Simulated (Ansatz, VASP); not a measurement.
# Cross-check of B (ladder B chain) between VASP and Ansatz, part 2 of 2

Wanted: the spread between two codes on one cell, functional and k mesh. The structure shown is the start of the Ansatz relaxation below; VASP solves that cell, so the two are compared at the walk's first step.

VASP 6.6.1 and Ansatz 0.2.0.

So far. Step 4 (Differences): The forces differ by 21 meV/Å r.m.s., which is 2.7 % of the r.m.s. force of 0.759 eV/Å (both taken over all components).

### 8. Differences

What differs besides the data sets and the points named for the pairs above, as far as they apply: Ansatz makes its cores anew for this functional, VASP keeps those of its PBE data sets. Total energies have different zeros and are not compared.

Forces (eV/Å; atoms numbered as in POSCAR):

| atom | Ansatz x, y, z | VASP x, y, z |
| --- | --- | --- |
| B1 | -1.172, 0.000, 0.000 | -1.229, 0.000, 0.000 |
| B2 | 1.172, 0.000, 0.000 | 1.229, 0.000, 0.000 |

The forces differ by 33 meV/Å r.m.s., which is 4.6 % of the r.m.s. force of 0.709 eV/Å (both taken over all components). Moments aren't recorded for both runs of this pair, so they may hold unlike magnetic states.

### 9. Further runs

Further runs change the set-up of one program: Ansatz's method, potentials or start, or VASP's data sets, cutoff or form of LDA. The table gives that difference for each run.

| run | r.m.s. force difference (meV/Å) |
| --- | --- |
| as above | 33 |
| VASP with a cutoff of 500 eV (perhaps on Ansatz's relaxed cell) | 23 |

### 10. Ansatz: relaxation, PBE

The two programs are compared at the cell with which this relaxation starts, whose forces are those of its first step.

The structure compared here is the start of the Ansatz relaxation; VASP solves that cell, so the two are compared at the walk's first step.

input.yaml reads:

```yaml
crystal:
  lattice:
    - [9.0, 0.0, 0.0]
    - [0.0, 7.5, 0.0]
    - [0.0, 0.0, 1.64388]
  atoms:
    - { symbol: B, position: [0.421973333, 0.5, 0.0], spin: 0.3 }
    - { symbol: B, position: [0.578026667, 0.5, 0.5], spin: 0.3 }
magnetization:
  spin_polarized: true
kpoints:
  mp_grid: { grid: [1, 1, 49] }
scf:
  occupations: { method: fermi_dirac, width: 0.05 }
hamiltonian:
  xc: pbe
  pseudopotentials: { kind: nc, accuracy: standard }
relax:
  cell: { fix: [a, b, alpha, beta, gamma] }
  max_steps: 60
```

Command:

```sh
$ ansatz run input.yaml --threads 4 --pin off --max-ram 8192MiB --backend cpu --events-out ev --progress --plain --runs-dir out
```

Numbers of over 12 decimals in the logs are rounded to 6 here.

The program printed:

```text
[...]
Crystal: 2 atoms, lattice volume = 110.962 Å³
Basis set: ecut = 1034.032677 eV, 8397 PW (Γ), exchange–correlation on 192×160×36 points (8 copies of the dense FFT grid, shifted against one another)
Bands: 8, of which v1, the nominal top of the filled ones, is band 3 counted from 1 (2 counted from 0)
Symmetry: 8 space group operations
[...]
-0.000000       0.000000      -0.021502
  P = ⅓ Tr σ = -0.0141 GPa (-0.141 kbar)
--- Relaxed structure (4 steps of the walk, 4 accepted, 1 SCFs on fresh bases) ---
[...]
cell:  # Å, volume = 108.5514 Å³
    - [9.0, 0.0, 0.0]
    - [0.0, 7.5, 0.0]
    - [0.0, 0.0, 1.608169]
  atoms:
    - { symbol: B, position: [0.417178, 0.500000, 0.0] }
    - { symbol: B, position: [0.582822, 0.500000, 0.5] }
[key lines of the parts left out:]
SCF converged after 5 iterations
Magnetization: -0.0000 μB (3.0000 up, 3.0000 down)
Free energy (F): -158.734984 eV
Fermi energy:    -3.373124 eV
```

### 11. VASP: single point, PBE, start cell, pair 3

The same cell, functional, mesh and smearing now go to VASP, with its own data sets.

INCAR reads:

```
SYSTEM = B
PREC = Accurate
ENCUT = 420
EDIFF = 1E-06
NELM = 200
ISMEAR = -1
SIGMA = 0.05
LREAL = .FALSE.
ALGO = Normal
GGA = PE
NBANDS = 10
ISPIN = 2
MAGMOM = -0 -0
LORBIT = 11
LWAVE = .FALSE.
LCHARG = .FALSE.
ISIF = 2
LASPH = .TRUE.
GGA_COMPAT = .FALSE.
```

POSCAR reads:

```
B
1.0
    9.0000000000      0.0000000000      0.0000000000
    0.0000000000      7.5000000000      0.0000000000
    0.0000000000      0.0000000000      1.6438800000
B
2
Direct
    0.4219733333      0.5000000000      0.0000000000
    0.5780266667      0.5000000000      0.5000000000
```

KPOINTS reads:

```
Automatic mesh
0
Gamma
1 1 49
0 0 0
```

The projector-augmented-wave data sets are B (PBE family, release 64).

Command:

```sh
$ mpirun -np 1 vasp_std
```

The program printed:

```text
[... set-up lines as in an earlier step ...]
 entering main loop
       N       E                     dE             d eps       ncg     rms          rms(c)
DAV:   1     0.183371686714E+02    0.18337E+02   -0.23674E+03  1016   0.361E+02
DAV:   2    -0.127549179108E+02   -0.31092E+02   -0.28448E+02  1502   0.799E+01
DAV:   3    -0.138212137933E+02   -0.10663E+01   -0.10440E+01  1330   0.180E+01
DAV:   4    -0.138279751194E+02   -0.67613E-02   -0.67579E-02  1458   0.152E+00
[...]
DAV:  17    -0.120183347014E+02   -0.18034E-05   -0.11334E-06  1144   0.423E-03    0.517E-04
DAV:  18    -0.120183361161E+02   -0.14146E-05   -0.38861E-07  1010   0.334E-03    0.420E-04
DAV:  19    -0.120183368687E+02   -0.75258E-06   -0.25402E-07  1066   0.245E-03
   1 F= -.12018337E+02 E0= -.12016083E+02  d E =-.450698E-02  mag=    -0.0000
```

Parts of OUTCAR (step 11):

```text
  Total        1.8154200      0.0194776     -1.8203279      0.0000000      0.0000000      0.0000000
  in kB       26.2128243      0.2812369    -26.2836899      0.0000000      0.0000000      0.0000000
  external PRESSURE =       0.0701238 kB  Pullay stress =       0.0000000 kB

 POSITION                                       TOTAL-FORCE (eV/Angst)
 -----------------------------------------------------------------------------------
      3.79776      3.75000      0.00000        -1.313656      0.000000      0.000000
      5.20224      3.75000      0.82194         1.313656      0.000000      0.000000
 -----------------------------------------------------------------------------------
    total drift:                                0.000000      0.000000      0.000000

  FREE ENERGIE OF THE ION-ELECTRON SYSTEM (eV)
  ---------------------------------------------------
  free  energy   TOTEN  =       -12.0183368687 eV

  energy  without entropy=      -12.0138298868  energy(sigma->0) =      -12.01608338

 magnetization (x)
# of ion       s       p       d       tot
------------------------------------------
    1        0.000  -0.000   0.000  -0.000
    2        0.000  -0.000   0.000  -0.000
--------------------------------------------------
tot          0.000  -0.000   0.000  -0.000

[... 2 parts as in an earlier step ...]

[... 1 further part left out ...]
[key lines of the parts left out:]
E-fermi :  -3.7692
```

### 12. Comparison

What differs besides the data sets and the points named for the pairs above, as far as they apply: the cutoff is 1034.03 eV in Ansatz and 420 eV in VASP. Total energies have different zeros and are not compared.

Forces (eV/Å; atoms numbered as in POSCAR):

| atom | Ansatz x, y, z | VASP x, y, z |
| --- | --- | --- |
| B1 | -1.278, 0.000, 0.000 | -1.314, 0.000, 0.000 |
| B2 | 1.278, 0.000, 0.000 | 1.314, 0.000, 0.000 |

The forces differ by 21 meV/Å r.m.s., which is 2.7 % of the r.m.s. force of 0.758 eV/Å (both taken over all components). Moments aren't recorded for both runs of this pair, so they may hold unlike magnetic states.

### 13. Further runs

Further runs change the set-up of one program: Ansatz's method, potentials or start, or VASP's data sets, cutoff or form of LDA. The table gives that difference for each run.

| run | r.m.s. force difference (meV/Å) |
| --- | --- |
| as above | 21 |
| VASP with a cutoff of 500 eV (perhaps on Ansatz's relaxed cell) | 15 |

### 14. What came out

```json
{
  "r.m.s. force difference (single point, PBE, start cell, pair 1)": "2.7 % of the r.m.s. force",
  "r.m.s. force difference (single point, PBEsol, start cell)": "4.6 % of the r.m.s. force",
  "r.m.s. force difference (single point, PBE, start cell, pair 3)": "2.7 % of the r.m.s. force"
}
```

In words: The r.m.s. force difference is 4.6 % of the r.m.s. force (single point, PBEsol, start cell), beyond the 3 % picked in this series as the mark of a large difference. Single point, PBE, start cell, pair 1, VASP with a cutoff of 500 eV (perhaps on Ansatz's relaxed cell): r.m.s. force difference goes from 21 to 12 meV/Å. Single point, PBEsol, start cell, VASP with a cutoff of 500 eV (perhaps on Ansatz's relaxed cell): r.m.s. force difference goes from 33 to 23 meV/Å. Single point, PBE, start cell, pair 3, VASP with a cutoff of 500 eV (perhaps on Ansatz's relaxed cell): r.m.s. force difference goes from 21 to 15 meV/Å. 4 further runs of this series are not shown here. How closely two codes agree says nothing of how well the functional describes the real material.

[Lines on the potential files, build, host, timing and source positions are cut from VASP's logs without a mark.]

[Logs are printed without paths, hosts, clocks, repeated set-up lines and the standing remarks that a program may print on its own settings, such as how far it seeks lower states.]

[Hosts, paths, dates, database ids (printed as entryN), source tags and the programs' standing remarks are cut or masked in the printed files.]

[Rows of further runs with another cutoff or data set may stand on the cell that Ansatz relaxed, not on the start cell of the pair above them.]
